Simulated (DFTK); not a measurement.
# As (R-3m) in DFTK: notebook, part 2 of 2

DFTK 0.8.2. The steps go on from the part before.

## Step 8: Single point, PBEsol, 21.96 Å³/atom (volume scaled by 1.02)

run.jl reads:

```julia
using DFTK
using PseudoPotentialData
using Unitful, UnitfulAtomic
using LinearAlgebra, Printf
include("save.jl")
disable_threading()

# lattice vectors are the columns
lattice = austrip(1u"Å") * [  1.8807968987  -1.8807968987            0.0;
             1.0858785957   1.0858785957  -2.1717571915;
             3.5140619945   3.5140619945   3.5140619945]
symbols   = [:As, :As]
positions = [[0.226, 0.226, 0.226],
             [0.774, 0.774, 0.774]]
pseudopotentials = PseudoFamily("cp2k.nc.sr.pbe.v0_1.semicore.gth")
elements = Dict(s => ElementPsp(s, pseudopotentials) for s in unique(symbols))
atoms    = [elements[s] for s in symbols]

build_model(lattice, positions; symmetries=true) =
    model_DFT(lattice, atoms, positions;
              functionals=PBEsol(),
              temperature=austrip(0.05u"eV"),
              smearing=Smearing.FermiDirac(),
              symmetries)
Ecut  = 20.0  # hartree
kgrid = [6, 6, 6]
tol   = 1e-6
to_GPa = ustrip(uconvert(u"GPa", 1u"hartree/bohr^3"))

results["points"] = []
for scale in [0.94, 0.96, 0.98, 1.0, 1.02, 1.04, 1.06]
    println("\n=== scale = ", scale)
    model = build_model(cbrt(scale) * lattice, positions)
    basis = PlaneWaveBasis(model; Ecut, kgrid)
    t0 = time()
    scfres = self_consistent_field(basis;
                                   tol,
                                   nbandsalg=AdaptiveBands(model; n_bands_converge=10))
    seconds = time() - t0
    @printf "SCF: %d iterations, %.1f s\n" scfres.n_iter seconds
    forces = compute_forces_cart(scfres)
    stress = compute_stresses_cart(scfres)
    @printf "V = %.5f Å^3  F = %.8f Ha  max force = %.5f eV/Å  p = %.4f GPa\n" ustrip(auconvert(u"Å^3", model.unit_cell_volume)) scfres.energies.total ustrip(auconvert(u"eV/Å", maximum(norm, forces))) (-tr(stress) / 3 * to_GPa)
    push!(results["points"], save_scf!(scfres; forces, stress, d=Dict{String,Any}("seconds" => seconds, "n_matvec" => get(scfres, :n_matvec, 0))))
end

# third-order Birch-Murnaghan fit in x = V^(-2/3)
V = [0.94, 0.96, 0.98, 1.0, 1.02, 1.04, 1.06] * abs(det(lattice))
E = [p["total"] for p in results["points"]]
x = V .^ (-2 / 3)
c = [x .^ 0 x x .^ 2 x .^ 3] \ E
Δ = c[3]^2 - 3c[2] * c[4]
if Δ > 0
    x0 = (-c[3] + sqrt(Δ)) / 3c[4]
    B0 = 4 / 9 * x0^(7 / 2) * (2c[3] + 6c[4] * x0)
    @printf "V0 = %.4f Å^3  B0 = %.2f GPa\n" ustrip(auconvert(u"Å^3", x0^(-3 / 2))) B0 * to_GPa
end
```

Command:

```
$ julia --threads=1 run.jl  # one pass of the loop, scale = 1.02; save.jl only writes the numbers to a file and isn't shown; printed stress counts tension as positive; times include loading and compiling
```

Wall time 12 s (1 thread of Intel Xeon 6975P-C (Granite Rapids), shared host).

Results (log left out):

* Free energy: -343.0222 eV
* Pressure: -0.1 GPa
* Largest force: 0.336 eV/Å
* Band gap on the k mesh: none (metal or under the smearing width)

Caveat: GTH potentials come without recommended cutoffs, and this one wasn't checked for convergence; the potentials were made for another functional, which shifts forces and pressure.

## Step 9: Single point, PBEsol, 22.39 Å³/atom (volume scaled by 1.04)

run.jl is that of step 8.

Potentials or basis: cp2k.nc.sr.pbe.v0_1.semicore.gth (PBE, GTH).

Command:

```
$ julia --threads=1 run.jl  # one pass of the loop, scale = 1.04; save.jl only writes the numbers to a file and isn't shown; printed stress counts tension as positive; times include loading and compiling
```

Wall time 13 s (1 thread of Intel Xeon 6975P-C (Granite Rapids), shared host).

It converged, with:

```
Free energy            : -343.0195 eV
Pressure               : -1.5 GPa
Largest force          : 0.210 eV/Å
Band gap on the k mesh : none (metal or under the smearing width)
```

Caveat: GTH potentials come without recommended cutoffs, and this one wasn't checked for convergence; the potentials were made for another functional, which shifts forces and pressure.

## Step 10: Single point, PBEsol, 22.82 Å³/atom (volume scaled by 1.06)

run.jl is that of step 9.

Command:

```
$ julia --threads=1 run.jl  # one pass of the loop, scale = 1.06; save.jl only writes the numbers to a file and isn't shown; printed stress counts tension as positive; times include loading and compiling
```

It took 12 s on 1 thread of Intel Xeon 6975P-C (Granite Rapids), shared host.

It converged, with:

* Free energy: -343.0094 eV
* Pressure: -2.8 GPa
* Largest force: 0.093 eV/Å
* Band gap on the k mesh: none (metal or under the smearing width)

Caveat: GTH potentials come without recommended cutoffs, and this one wasn't checked for convergence; the potentials were made for another functional, which shifts forces and pressure.

## Step 11: Equation of state, RPBE

Changes to run.jl since step 10:

```diff
@@ -7,11 +7,8 @@
 
-# lattice vectors are the columns
-lattice = austrip(1u"Å") * [  1.8807968987  -1.8807968987            0.0;
-             1.0858785957   1.0858785957  -2.1717571915;
-             3.5140619945   3.5140619945   3.5140619945]
-symbols   = [:As, :As]
-positions = [[0.226, 0.226, 0.226],
-             [0.774, 0.774, 0.774]]
-pseudopotentials = PseudoFamily("cp2k.nc.sr.pbe.v0_1.semicore.gth")
-elements = Dict(s => ElementPsp(s, pseudopotentials) for s in unique(symbols))
+lines     = readlines("POSCAR")
+lattice   = austrip(1u"Å") * parse(Float64, lines[2]) * hcat([parse.(Float64, split(l)) for l in lines[3:5]]...)
+symbols   = vcat([fill(Symbol(s), parse(Int, n)) for (s, n) in zip(split(lines[6]), split(lines[7]))]...)
+positions = [parse.(Float64, split(l)[1:3]) for l in lines[9:8+length(symbols)]]
+pseudopotentials = Dict(:As => "As.upf")
+elements = Dict(s => ElementPsp(s, pseudopotentials; rcut=10.0) for s in unique(symbols))
 atoms    = [elements[s] for s in symbols]
@@ -20,3 +17,3 @@
     model_DFT(lattice, atoms, positions;
-              functionals=PBEsol(),
+              functionals=[:gga_x_rpbe, :gga_c_pbe],
               temperature=austrip(0.05u"eV"),
@@ -24,4 +21,4 @@
               symmetries)
-Ecut  = 20.0  # hartree
-kgrid = [6, 6, 6]
+Ecut  = 42.0  # hartree
+kgrid = [5, 5, 5]
 tol   = 1e-6
@@ -37,3 +34,3 @@
                                    tol,
-                                   nbandsalg=AdaptiveBands(model; n_bands_converge=10))
+                                   nbandsalg=AdaptiveBands(model; n_bands_converge=20))
     seconds = time() - t0
```

POSCAR reads:

```
As
1.0
    1.8807968987      1.0858785957      3.5140619945
   -1.8807968987      1.0858785957      3.5140619945
    0.0000000000     -2.1717571915      3.5140619945
As
2
Direct
    0.2260000000      0.2260000000      0.2260000000
    0.7740000000      0.7740000000      0.7740000000
```

Potentials or basis: in-house norm-conserving set (PBE, scalar relativistic).

Command:

```
$ julia --threads=1 run.jl  # save.jl only writes the numbers to a file and isn't shown; printed stress counts tension as positive; times include loading and compiling
```

The log of the run:

```text
=== scale = 0.94
n     Energy            log10(ΔE)   log10(Δρ)   Diag   Δtime
---   ---------------   ---------   ---------   ----   ------
  1   -212.2530875983                   -1.21    7.2    7.18s
  2   -212.2536619278       -3.24       -1.63    1.0    2.99s
  3   -212.2537597717       -4.01       -2.59    2.4    3.11s
  4   -212.2537744294       -4.83       -2.91    3.3    3.75s
  5   -212.2537747875       -6.45       -3.18    1.5    2.80s
  6   -212.2537748747       -7.06       -3.73    1.0    2.56s
  7   -212.2537748873       -7.90       -4.39    2.7    3.10s
  8   -212.2537748883       -9.00       -4.72    2.3    3.17s
  9   -212.2537748884      -10.04       -5.30    1.7    3.08s
 10   -212.2537748884      -11.14       -5.79    2.3    3.14s
[... 57 further cycles ...]
  2   -212.2606271207       -3.19       -1.63    1.0    2.88s
  3   -212.2607355091       -3.97       -2.54    2.4    3.46s
  4   -212.2607490602       -4.87       -2.99    3.4    3.97s
  5   -212.2607493790       -6.50       -3.30    2.1    3.56s
  6   -212.2607494411       -7.21       -3.82    1.1    3.04s
  7   -212.2607494526       -7.94       -4.33    2.6    3.88s
  8   -212.2607494533       -9.17       -4.89    1.8    3.47s
  9   -212.2607494534      -10.04       -5.26    2.4    3.85s
 10   -212.2607494534      -11.23       -5.71    1.3    2.93s
 11   -212.2607494534      -11.84       -6.55    2.4    3.83s
SCF: 11 iterations, 43.6 s
V = 45.64463 Å^3  F = -212.26074945 Ha  max force = 0.04637 eV/Å  p = 1.0588 GPa
V0 = 46.3797 Å^3  B0 = 64.36 GPa
```

It took 8.6 min on 1 thread of Intel Xeon 6975P-C (Granite Rapids), shared host; peak memory 1.7 GiB.

Results:

| Property | Result |
| --- | --- |
| Equilibrium volume | 23.19 Å³/atom (rough: see the caveat) |
| Bulk modulus at fixed shape and positions | 64 GPa (rough) |

Energy against volume, from the lowest point:
| volume (Å³/atom) | energy (meV/atom) |
| --- | --- |
| 20.239 | 94.89 |
| 20.669 | 66.32 |
| 21.100 | 43.55 |
| 21.530 | 26.01 |
| 21.961 | 13.20 |
| 22.392 | 4.67 |
| 22.822 | 0.00 |

Caveat: the k mesh is coarse (spacing up to 0.40 Å⁻¹), so the values aren't converged; the minimum lies outside the volumes run; the cell was scaled at fixed shape and fractional positions, which overstates the stiffness of a crystal with free parameters, most of all of layers and chains; the potentials were made for another functional, which shifts forces and pressure.
